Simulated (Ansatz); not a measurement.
# From the elastic tensor of ZrO₂ at 5 GPa (stress–strain coefficients) to moduli and sound speeds

The calculation used DFT PBE, scalar-relativistic, plane waves, PAW in Ansatz. Plane waves to 420 eV; Γ-centred k mesh 8×8×8; fixed occupations. No spin polarisation.

It takes space group Fm-3m (No. 225, cubic). Conventional cell: a = 5.081 Å, b = 5.081 Å, c = 5.081 Å, α = 90.00°, β = 90.00°, γ = 90.00°. Around Zr (site symmetry m-3m) lie 8 O at 2.20 Å. Around O (site symmetry -43m) lie 4 Zr at 2.20 Å.

Other phases may be more stable at this pressure.

Relaxed-ion constants (GPa, on the Cartesian axes of the calculation):
C11 = 549.2, C12 = 111.1, C13 = 111.1, C22 = 549.2, C23 = 111.1, C33 = 549.2, C44 = 65.2, C55 = 65.2, C66 = 65.2 GPa; the others vanish.

Density 6.238 g/cm³; 3 atoms in 32.80 Å³.

The values that follow are for a polycrystal of randomly turned grains, by Hill's mean where one number stands. In a crystal this anisotropic the Voigt and Reuss bounds lie far apart, so Hill's mean and the sound speeds and Debye temperature from it are rough.

```json
{
 "Bulk modulus, Voigt / Reuss / Hill": "257.1 / 257.1 / 257.1 GPa",
 "Shear modulus, Voigt / Reuss / Hill": "126.8 / 90.7 / 108.7 GPa",
 "Young's modulus": "286 GPa",
 "Poisson ratio": "0.315",
 "Pugh ratio B/G": "2.36",
 "Universal anisotropy index": "1.99",
 "Longitudinal and transverse sound speeds": "8029 and 4175 m/s",
 "Debye temperature from the mean sound speed": "627 K"
}
```

This fluorite-type form isn't the usual stable structure of the compound at low pressure.

Cost: 1 run of about 0.2 core-minutes, on Intel Xeon 6975P-C (Granite Rapids) (shared hosts).